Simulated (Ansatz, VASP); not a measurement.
**One calculation of Sb, two programs**

```
Sb
1.0
     0.00000    2.37457    2.37457
     2.37457    0.00000    2.37457
     2.37457    2.37457    0.00000
Sb
1
Direct
  0.00000 0.00000 0.00000
```

Alike in both runs: task single point; functional revPBE; k mesh 13 × 13 × 13; occupations fermi-dirac, width 0.1 eV; no spin polarisation.

```csv
,VASP,Ansatz
version,VASP 6.6.1,Ansatz 0.2.0
potentials or method,"VASP PAW PBE potentials, release 64 (Sb)","plane waves (420 eV) with PAW, scalar-relativistic"
plane-wave cutoff (eV),520,420
valence electrons in the cell,5,15
```

Ansatz gave:

* pressure (GPa): 2.6

Question: Estimate VASP's values.

Answer: Pressure (GPa): 2.4.

The two sets of potentials don't hold the same shells in valence.

Caveats: the PAW data sets were made with another functional, which shifts forces and pressure a little (VASP). Spin-orbit coupling is left out, which matters for the levels of Sb.
